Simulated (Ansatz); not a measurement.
# Ti (Fm-3m) in Ansatz: further runs

Aim: see how the results for Ti move with the level of theory and the settings. Levels: PBEsol, RPBE, revPBE, BLYP, r2SCAN. Tasks: relaxation of cell and atoms.

Everything below comes from runs of Ansatz 0.2.0. Logs are shortened: lines on timing, memory, paths and dates and some standing lists are left out, and cuts for length are marked.

## (1) The crystal as given

It takes space group Fm-3m (No. 225, cubic). Conventional cell: a = 4.060 Å, b = 4.060 Å, c = 4.060 Å, α = 90.00°, β = 90.00°, γ = 90.00°. Ti (site symmetry m-3m) is surrounded by 12 Ti at 2.87 Å.

This isn't the form of Ti at room conditions, which is hcp.

## (2) Relaxation of cell and atoms, PBEsol

The input, input.yaml:

```yaml
crystal:
  lattice:
    - [0.0, 2.03, 2.03]
    - [2.03, 0.0, 2.03]
    - [2.03, 2.03, 0.0]
  atoms:
    - { symbol: Ti, position: [0.0, 0.0, 0.0] }
hamiltonian:
  xc: pbesol
  pseudopotentials: { kind: paw }
kpoints:
  mp_grid: { grid: [11, 11, 11] }
scf:
  occupations: { method: fermi_dirac, width: 0.05 }
output:
  forces: true
  stress: true
  eigenvalues: true
  write_density: true
  write_potential: true
  elf: true
  volumetric_format: npy
relax:
  f_tol: 0.01
  max_steps: 40
  cell: { stress_tol: 0.05 }
```

Potentials or basis: Ansatz PAW.

Command:

```bash
$ ansatz run input.yaml --threads 2 --pin off --max-ram 5632MiB --backend cpu --events-out ev --progress --plain --runs-dir out
```

Log:

```text
Warning: RAYON_NUM_THREADS=2 ignored (pool sized by the plan → 2); use --threads N
Engine: ansatz 0.2.0, aarch64-unknown-linux-gnu
Pseudopotentials: kind: paw
Pseudopotential: Ti, paw, valence charge 12, recommended cutoff 420 eV (normal), Ti.paw.azcp
Functional definition: PBEsol
  exchange = pbesol_x
  correlation = pbesol_c
Crystal: 1 atoms, lattice volume = 16.731 Å³
Basis set: ecut = 420 eV, 331 PW (Γ), exchange–correlation on 40×40×40 points (8 copies of the dense FFT grid, shifted against one another)
Bands: 10, of which v1, the nominal top of the filled ones, is band 6 counted from 1 (5 counted from 0)
Symmetry: 48 space group operations
Space group: Fm-3m (ITA 225), of the structure as read, at distance tolerance 2.6e-5 Å
k-points: 56 of 1331
Non-local potential: Ti, projectors of the file, l = 0: 3, l = 1: 2, l = 2: 3, l = 3: 1
PAW form: soft (Blöchl's): semilocal exchange-correlation on the pseudo side does not see the compensation charge
PAW frozen core: Ti, regenerated for the run's functional, and the local potential with it (the file was generated under x = pbe(κ = 0.804, μ = 0.2195149727645171), c = pbe(β = 0.06672455060314922))
PAW one-centre angular grid: Ti, 590 points (default); XC on 64 Gauss nodes
Initial density: superposition of atomic densities (neutral atoms: chi_scale 0, normalization atom), corrected by the library's trained network
Initial wavefunctions: pseudopotential atomic-orbital guess
Functional: x = pbesol(κ = 0.804, μ = 0.12345679012345678), c = pbesol(β = 0.046)
SCF iter   1: F=—  HF=-2473.851861 eV  |F-HF|=—  |Δ(HF+E_count)|=         —  Δρ=6.25e-3  dr2=4.54e-3  ethr=1.77e-3  ⟨swp⟩=4.4  Hψ=2925  notcnv=0
preconditioner: auto → none  [metal: Δε(μ)=0.054 eV  Ē_g=4.328 eV  σ=0.050 eV  W_gap=0.26  n_scr=0 (ndim 8)  ℏωp=18.2 eV  f_vac=0.000  D(μ)=1.33/eV (n_scr^D=14)]
SCF iter   2: F=—  HF=-2473.850377 eV  |F-HF|=—  |Δ(HF+E_count)|=   1.48e-3  Δρ=1.90e-3  dr2=3.92e-4  ethr=3.79e-5  ⟨swp⟩=3.0  Hψ=1552  notcnv=0
SCF iter   3: F=—  HF=-2473.850290 eV  |F-HF|=—  |Δ(HF+E_count)|=   8.69e-5  Δρ=9.46e-4  dr2=4.04e-5  ethr=3.27e-6  ⟨swp⟩=2.9  Hψ=919  notcnv=0
SCF iter   4: F=—  HF=-2473.850312 eV  |F-HF|=—  |Δ(HF+E_count)|=   2.20e-5  Δρ=7.70e-5  dr2=3.05e-7  ethr=3.37e-7  ⟨swp⟩=1.0  Hψ=560  notcnv=0
iter 5 did not close the SCF: its close was put off for the readings that it lacked (scf_convergence_deferred on its scf_iter line)
SCF iter   5: F=-2473.850313 eV  HF=-2473.850313 eV  |F-HF|=2.69e-10  |Δ(HF+E_count)|=   1.33e-7  Δρ=4.25e-6  dr2=1.22e-9  ethr=2.54e-9  ⟨swp⟩=1.9  Hψ=644  notcnv=0
SCF iter   6: F=-2473.850313 eV  HF=-2473.850313 eV  |F-HF|=0.00e0  |Δ(HF+E_count)|=  4.12e-10  Δρ=2.73e-7  dr2=2.82e-12  ethr=1.02e-11  ⟨swp⟩=3.5  Hψ=2371  notcnv=0
SCF 1 converged in 6 iterations: F = -2473.850313 eV  dr2 = 2.82e-12
relax step   1: F+E_penalty+E_count = -2473.85031255 eV  Δ(F+E_penalty+E_count) = +0.000e0 eV  max|allowed force component| = 0.000e0 eV/Å  Δτ_max = 0.0000 Å  P = -0.540 GPa  Ω = 16.731 Å³  (6 SCF iters, accepted)
Crystal: 1 atoms, lattice volume = 16.593 Å³
Initial density: handed on by an earlier stage of this run
Initial wavefunctions: those handed on with the density
[... 19 lines left out ...]
preconditioner: auto → none  [metal: Δε(μ)=0.065 eV  Ē_g=4.315 eV  σ=0.050 eV  W_gap=0.31  n_scr=0 (ndim 8)  ℏωp=18.2 eV  f_vac=0.000  D(μ)=1.23/eV (n_scr^D=14)]
SCF iter   2: F=—  HF=-2473.850449 eV  |F-HF|=—  |Δ(HF+E_count)|=   1.43e-6  Δρ=9.40e-6  dr2=5.38e-9  ethr=1.51e-10  ⟨swp⟩=1.9  Hψ=663  notcnv=0
SCF iter   3: F=—  HF=-2473.850449 eV  |F-HF|=—  |Δ(HF+E_count)|=   2.63e-8  Δρ=4.90e-6  dr2=3.49e-9  ethr=4.49e-11  ⟨swp⟩=2.0  Hψ=874  notcnv=0
SCF iter   4: F=—  HF=-2473.850449 eV  |F-HF|=—  |Δ(HF+E_count)|=   1.32e-9  Δρ=4.95e-7  dr2=3.77e-11  ethr=2.90e-11  ⟨swp⟩=2.1  Hψ=816  notcnv=0
SCF iter   5: F=-2473.850449 eV  HF=-2473.850449 eV  |F-HF|=4.55e-13  |Δ(HF+E_count)|=  1.46e-11  Δρ=5.09e-8  dr2=3.91e-13  ethr=1.00e-12  ⟨swp⟩=4.6  Hψ=1844  notcnv=0
SCF 4 converged in 5 iterations: F = -2473.850449 eV  dr2 = 3.91e-13
relax step   4: F+E_penalty+E_count = -2473.85044937 eV  Δ(F+E_penalty+E_count) = +3.632e-6 eV  max|allowed force component| = 0.000e0 eV/Å  Δτ_max = 0.0000 Å  P = -0.003 GPa  Ω = 16.651 Å³  stress off target by 2.87e-3 GPa  SCF on the basis re-selected at this cell (its energy is not comparable with the rows above)  (5 SCF iters)
basis re-selected at this cell: Δ(F+E_penalty+E_count) = +3.632e-6 eV, ΔP = +0.001 GPa vs the last step (what re-selecting the basis moved, of the pressure what is left beyond the Pulay correction that the steps carried, after the strain that the cell walked since its last selection, with what the two solves' SCF thresholds leave and, on support functions, any second-order correction that the steps lacked; it is no measure of the basis error at this ecutwfc). This SCF's stress stands 2.87e-3 GPa from its target on what of the cell is left free (relax.cell.stress_tol is 5.00e-2 GPa) and its largest allowed force component is 0.00e0 eV/Å (relax.f_tol is 1.00e-2 eV/Å): within both
SCF converged after 5 iterations
Free energy (F): -2473.850449 eV
Harris-Foulkes:  -2473.850449 eV  (|F-HF|=4.55e-13)
Internal energy: -2473.839506 eV  (E = F + TS)
E sigma→0 (E₀):  -2473.844977 eV
Entropy (-TS):   -0.010944 eV (-10.944 meV/atom)
Fermi energy:    13.814170 eV
--- Per-component energies (eV) ---
  E_band       = -148.708195
  E_kinetic    = 273.368744
  E_local      = -790.248610  (includes V_loc(G=0)·N_el)
  E_nonlocal   = 9.559884
  E_hartree    = 325.637347
  E_xc         = -96.956462
  E_vxc        = -121.848493  (∫ρ·V_xc dr)
  E_paw        = -1022.673809  (= ΣΔE_a)
  E_vpaw       = -170.814543  (= ΣTr[D̂ρ^β])
  E_aug_tail   = 0.000109  (compensation charges beyond the density's cutoff)
  E_ewald      = -1172.666093
  E_core_change = 0.139384  (= ΣΔE_core)
  E_smearing   = -0.010944  (= −TS)
  E_closure    = 0.000000  (closes the sum)
  Σ components = -2473.850449   (vs F -2473.850449, Δ=0.00e0)
--- Forces (eV/Å), atoms counted from 1 ---
  atom   1  Ti    -0.00000000    -0.00000000    -0.00000000
  max |Σ_I F_I| component: 1.85e-32 eV/Å
--- Stress (GPa, compression-positive) ---
       -0.002870       0.000000       0.000000
        0.000000      -0.002870       0.000000
        0.000000       0.000000      -0.002870
  P = ⅓ Tr σ = -0.0029 GPa (-0.029 kbar)
--- Band table (eV; the first three rows and the last of 56) ---
  k-point 0: bands = ["-42.5355", "-18.4543", "-18.4543", "-18.4543", "7.6441", "14.7287", "14.7287", "14.7287", "16.4575", "16.4575"]
  k-point 1: bands = ["-42.5238", "-18.5189", "-18.4622", "-18.4622", "7.9203", "14.5575", "14.8271", "14.8271", "16.3952", "16.3952"]
  k-point 2: bands = ["-42.4923", "-18.6899", "-18.4836", "-18.4836", "8.6918", "14.1643", "15.0001", "15.0001", "16.3540", "16.3540"]
  k-point 55: bands = ["-42.3389", "-18.9831", "-18.9409", "-18.7217", "12.2166", "13.1282", "13.6866", "16.0939", "17.8102", "22.2976"]
--- Relaxed structure (3 steps of the walk, 3 accepted, 1 SCFs on fresh bases) ---
  F+E_penalty+E_count = -2473.85044937 eV   max|allowed force component| = 0.000e0 eV/Å   (the final SCF, on the basis selected at the relaxed cell)
  cell:  # Å, volume = 16.6513 Å³
    - [5.668601386596344e-34, 2.026778123792517, 2.026778123792517]
    - [2.026778123792517, 5.095372032895589e-35, 2.026778123792517]
    - [2.026778123792517, 2.026778123792517, 3.5030682726157174e-34]
  atoms:
    - { symbol: Ti, position: [0.0, 0.0, 0.0] }
```

v_z.tsv:

```text
# z_ang	v_es[eV]	v_tot[eV]
# format = ansatz-planar-average/11
# xc	pbesol
# density_cutoff_ev	1680
# datasets	Ti=:simpson_from_first_knot:soft:shift=-797321
# lattice	0.000000000	2.026778124	2.026778124
# lattice	2.026778124	0.000000000	2.026778124
# lattice	2.026778124	2.026778124	0.000000000
# sites	1
# site	22	0.000000000	0.000000000	0.000000000
0.000000	4.353717e-1	-1.293970e1
0.143315	6.867750e-1	-1.260057e1
0.286630	1.440096e0	-1.158116e1
0.429945	2.690190e0	-9.898511e0
0.573259	4.404002e0	-7.616808e0
0.716574	6.474646e0	-4.892153e0
[... 12 lines left out ...]
2.579667	1.440096e0	-1.158116e1
2.722982	6.867750e-1	-1.260057e1
```

Run time: 1.5 s. Hardware: 2 threads of Arm Neoverse V2, shared host; peak memory 0.27 GiB.

What came out:

```
Free energy                            : -2473.8504 eV
Relaxed volume                         : 16.65 Å³/atom
Relaxed cell                           : a = 2.866 Å, b = 2.866 Å, c = 2.866 Å, α = 60.00°, β = 60.00°, γ = 60.00°
Space group after relaxing (to 0.05 Å) : Fm-3m (No. 225)
Energy gained by relaxing              : 0.1 meV/atom
Ionic steps                            : 4
Pressure after relaxing                : 0.0 GPa
Band gap on the k mesh                 : none (metal or under the smearing width)
```

Step by step:
```
step  energy change (eV)  largest force (eV/Å)  volume (Å³)
   1              0.0000                0.0000        16.73
   2             -0.0001                0.0000        16.59
   3             -0.0001                0.0000        16.65
   4             -0.0001                0.0000        16.65
```

Final structure:
```
Ti
1.0
     0.00000    2.02678    2.02678
     2.02678    0.00000    2.02678
     2.02678    2.02678    0.00000
Ti
1
Direct
  0.00000 0.00000 0.00000
```

Levels at points of the mesh, in eV from the Fermi level:
```
           k point  band 4  band 5  band 6  band 7  band 8  band 9
(0.00, 0.00, 0.00)  -32.27   -6.17    0.91    0.91    0.91    2.64
```

Caveat: the plane-wave basis is chosen anew once the cell has moved, so the energies of steps on either side of that aren't comparable; the PAW data sets come from PBE, with cores solved anew for the run's functional, which leaves a small shift of forces and pressure.

(Continued in part 2 of 2.)
